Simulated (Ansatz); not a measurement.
One change: `CCCCO` becomes `C=CCCCCC`.

Ansatz, PBE0-D4/def2-TZVP geometries, multiplicity 1. Each molecule was computed in one conformer, which needn't be the lowest.

```
                               property  `CCCCO`
HOMO–LUMO gap (ωB97M-V/def2-TZVPP) / eV    12.68
      LUMO energy (PBE/def2-TZVPP) / eV     0.24
    HOMO energy (B3LYP/def2-TZVPP) / eV    -7.50
    LUMO energy (B3LYP/def2-TZVPP) / eV     0.71
  HOMO–LUMO gap (B3LYP/def2-TZVPP) / eV     8.21
   HOMO–LUMO gap (PBE0/def2-TZVPP) / eV     8.81
```

(1) What does the change do to each property? (Estimate.)

## Answers

(1) Computed: 
| property | `C=CCCCCC` | shift |
| --- | --- | --- |
| HOMO–LUMO gap (ωB97M-V/def2-TZVPP) / eV | 11.99 | -0.69 |
| LUMO energy (PBE/def2-TZVPP) / eV | -0.67 | -0.91 |
| HOMO energy (B3LYP/def2-TZVPP) / eV | -7.11 | 0.39 |
| LUMO energy (B3LYP/def2-TZVPP) / eV | 0.12 | -0.59 |
| HOMO–LUMO gap (B3LYP/def2-TZVPP) / eV | 7.23 | -0.98 |
| HOMO–LUMO gap (PBE0/def2-TZVPP) / eV | 7.70 | -1.11 |

With PBE0 the HOMO rises by 0.41 eV and the LUMO falls by 0.70 eV, so the gap narrows by about 1.11 eV. PBE moves the HOMO by -0.14 eV and ωB97M-V by 0.58 eV.

Positive LUMOs are unbound, so they and the gaps depend on the basis.

B3LYP here is the variant with VWN-RPA as its local correlation; programs differ in this.
